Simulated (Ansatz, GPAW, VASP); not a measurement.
# One calculation of W, 4 ways

```xyz
1
Lattice="-1.5823 1.5823 1.5823 1.5823 -1.5823 1.5823 1.5823 1.5823 -1.5823" Properties=species:S:1:pos:R:3 pbc="T T T"
W     0.0000    0.0000    0.0000
```

Alike in all runs: task single point; functional PBE; k mesh 12 × 12 × 12; occupations gaussian, width 0.012 eV; no spin polarisation; no spin-orbit coupling. Pressure is positive in compression and, in plane waves, holds the error of the finite cutoff, which Ansatz's Pulay term estimates and takes out.

```
                        program and potentials  plane-wave cutoff (eV)                             notes  band gap (eV)  pressure (GPa)
                            Ansatz, Ansatz PAW                     420  Pulay term of +0.08 GPa included         no gap            6.03
              VASP, PBE PAW files W_sv, 520 eV                     520                                 -         no gap            6.70
    GPAW, GPAW PAW data sets (gpaw-data 1.2.1)                     600                                 -         no gap            5.87
Ansatz, all-electron LAPW, scalar-relativistic                       -                                 -         no gap            6.11
```

None finds a gap. The pressure spans 5.87 (GPAW, GPAW PAW data sets (gpaw-data 1.2.1)) to 6.70 GPa (VASP, PBE PAW files W_sv, 520 eV), with all-electron results at 6.11.

Differences between rows come from potentials, basis sets and numerical settings, since the functional is the same but for its coding. Runs on potential files found faulty are left out.
